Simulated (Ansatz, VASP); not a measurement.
**Two plane-wave programs on ZrS**

File INCAR:

```
SYSTEM = ZrS
PREC = Accurate
ENCUT = 520
EDIFF = 1E-8
ISMEAR = -1
SIGMA = 0.02
LREAL = .FALSE.
LASPH = .TRUE.
NELM = 80
ALGO = Normal
ISIF = 2
LWAVE = .FALSE.
LCHARG = .FALSE.
LEFG = .TRUE.
NBANDS = 16
```

The input KPOINTS:

```
regular mesh
0
G
  10 10 10
  0 0 0
```

File POSCAR:

```
ZrS
1.0
    0.0000000000      2.5669835042      2.5669835042
    2.5669835042      0.0000000000      2.5669835042
    2.5669835042      2.5669835042      0.0000000000
Zr S
1 1
Direct
    0.0000000000      0.0000000000      0.0000000000
    0.5000000000      0.5000000000      0.5000000000
```

Input for Ansatz:

```yaml
crystal:
  lattice:
    - [0.0, 2.5669835042, 2.5669835042]
    - [2.5669835042, 0.0, 2.5669835042]
    - [2.5669835042, 2.5669835042, 0.0]
  atoms:
    - { symbol: Zr, position: [0.0, 0.0, 0.0] }
    - { symbol: S, position: [0.5, 0.5, 0.5] }
kpoints:
  mp_grid: { grid: [10, 10, 10] }
scf:
  occupations: { method: fermi_dirac, width: 0.02 }
hamiltonian:
  xc: lda
  pseudopotentials: { kind: paw }
output:
  forces: true
  stress: true
  eigenvalues: true
  efg: { contact_densities: true }
  populations: true
  write_density: true
  write_potential: true
  elf: true
  volumetric_format: npy
```

Alike in both runs: task electric field gradients; functional LDA; k mesh 10 × 10 × 10; occupations fermi-dirac, width 0.02 eV; no spin polarisation.

|  | VASP | Ansatz |
| --- | --- | --- |
| version | VASP 6.6.1 | Ansatz 0.2.0 |
| potentials or method | VASP PAW LDA potentials, release 64 (Zr_sv, S) | PAW with Ansatz's default frozen-core files, scalar-relativistic |
| plane-wave cutoff (eV) | 520 | 420 |
| valence electrons in the cell | 18 | 18 |

VASP gave:

```
pressure (GPa)                                                 : 0.3
Vzz of the field gradient on the site that differs most (V/Å²) : 0.0
```

**Question.** What did Ansatz give for the same quantities?

**Answer.** Pressure (GPa): 0.0; Vzz of the field gradient on the site that differs most (V/Å²): 0.0.

Ansatz warned: «gradients_without_spin_orbit».
